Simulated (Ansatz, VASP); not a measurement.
MoH5 in VASP and in Ansatz

```
H Mo
1.0
     3.42254    0.00000    0.00000
    -1.71127    2.96400    0.00000
     0.00000    0.00000    5.73260
H Mo
5 1
Cartesian
  0.0000 1.9760 2.8663
  1.7113 0.9880 2.8663
  0.0000 0.0000 1.9385
  0.0000 0.0000 3.7941
  0.0000 0.0000 2.8663
  0.0000 0.0000 0.0000
```

Alike in both runs: task single point; functional PBE; k mesh 6 × 6 × 4; occupations gaussian, width 0.1 eV; no spin polarisation.

|  | VASP | Ansatz |
| --- | --- | --- |
| version | VASP 6.6.1 | Ansatz 0.2.0 |
| potentials or method | VASP PAW PBE potentials, release 64 (H, Mo_sv) | scalar-relativistic, plane waves, PAW |
| plane-wave cutoff (eV) | 520 | 420 |
| valence electrons in the cell | 19 | 19 |

Ansatz gave:

* gap on the k mesh at the Fermi level (eV): none
* pressure (GPa): -16.2
* largest component of the traceless stress (GPa): 4.58
* rms of the force components (eV/Å): 0.352

Question: Estimate VASP's values.

Answer: gap on the k mesh at the Fermi level (eV): none; pressure (GPa): -16.3; largest component of the traceless stress (GPa): 4.60; rms of the force components (eV/Å): 0.351.

Atom by atom the forces differ by 0.001 eV/Å (rms over components). A gap of «none» marks a metal or a gap that the smearing closes.

Caveats: so large a pressure means that the cell lies far from this level's equilibrium, or that cutoff or potentials fall short (VASP); forces of over 1 eV/Å show positions far from the minimum, so gaps and moduli don't describe the material at rest.
